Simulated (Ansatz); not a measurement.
Step by step: Lu, relaxation of cell and atoms

All numbers below come from DFT, PBE, PAW with Ansatz's default frozen-core files, scalar-relativistic in Ansatz 0.2.0.

Command: `ansatz run input.yaml --threads 1 --pin off --max-ram 2048MiB --backend cpu --events-out ev --progress --plain --runs-dir out` The run took about 80 s on 1 thread of a shared machine.

```yaml
crystal:
  lattice:
    - [0.0, 3.2195088072, 3.2195088072]
    - [3.2195088072, 0.0, 3.2195088072]
    - [3.2195088072, 3.2195088072, 0.0]
  atoms:
    - { symbol: Lu, position: [0.0, 0.0, 0.0] }
    - { symbol: Lu, position: [0.25, 0.25, 0.25] }
kpoints:
  mp_grid: { grid: [11, 11, 11] }
scf:
  occupations: { method: fermi_dirac, width: 0.03 }
hamiltonian:
  xc: pbe
  pseudopotentials: { kind: paw }
output:
  forces: true
  stress: true
relax:
  f_tol: 0.005
  max_steps: 80
  cell: {}
```

Spin–orbit coupling is left out, though it moves levels of the heavy atoms by tenths of an eV or more.

The cell is built from the diamond type as a first guess.

The cutoff is 420 eV; energies and pressures of the walk include the program's estimate of the Pulay term.

Each frame lists the cell vectors (Å), then Cartesian positions (Å); symmetry keeps all forces zero. Free energies count from the first step, -29460.3223 eV.

The walk took 9 evaluations in all; steps that aren't listed are left out.

Step 1: E = 0.0 meV, P = 5.77 GPa

```
cell 0.0000 3.2195 3.2195 3.2195 0.0000 3.2195 3.2195 3.2195 0.0000
Lu    0.0000    0.0000    0.0000
Lu    1.6098    1.6098    1.6098
```

Step 2: E = -281.7 meV, P = 3.44 GPa

```
cell 0.0000 3.3765 3.3765 3.3765 0.0000 3.3765 3.3765 3.3765 0.0000
Lu    0.0000    0.0000    0.0000
Lu    1.6882    1.6882    1.6882
```

Step 3:

```
cell 0.0000 3.5334 3.5334 3.5334 0.0000 3.5334 3.5334 3.5334 0.0000
Lu    0.0000    0.0000    0.0000
Lu    1.7667    1.7667    1.7667
```

Step 4: E = -510.3 meV, P = -0.28 GPa

```
cell 0.0000 3.6904 3.6904 3.6904 0.0000 3.6904 3.6904 3.6904 0.0000
Lu    0.0000    0.0000    0.0000
Lu    1.8452    1.8452    1.8452
```

Step 5: E = -512.0 meV, P = 0.05 GPa

```
cell 0.0000 3.6663 3.6663 3.6663 0.0000 3.6663 3.6663 3.6663 0.0000
Lu    0.0000    0.0000    0.0000
Lu    1.8332    1.8332    1.8332
```

Step 6: E = -528.0 meV, P = 0.28 GPa (the cell of the step before, solved again on a basis chosen afresh, hence the jump)

Step 7: E = -529.6 meV, P = 0.09 GPa

```
cell 0.0000 3.6857 3.6857 3.6857 0.0000 3.6857 3.6857 3.6857 0.0000
Lu    0.0000    0.0000    0.0000
Lu    1.8428    1.8428    1.8428
```

(1) Give the energy, pressure of step 3.

(2) How does the relaxation end?

## Answers

(1) E = -455.8 meV, P = 1.67 GPa
```
Lu    0.0000    0.0000    0.0000
Lu    1.7667    1.7667    1.7667
```

(2) It converges, with a = 7.387 Å, b = 7.387 Å, c = 7.387 Å, α = 90.00°, β = 90.00°, γ = 90.00° (conventional cell, space group Fd-3m). The last solve (on a basis chosen afresh for the final cell, so its energy is not quite comparable) gives E = -530.0 meV, P = 0.01 GPa:
```
cell 0.0000 3.6933 3.6933 3.6933 0.0000 3.6933 3.6933 3.6933 0.0000
Lu    0.0000    0.0000    0.0000
Lu    1.8466    1.8466    1.8466
```
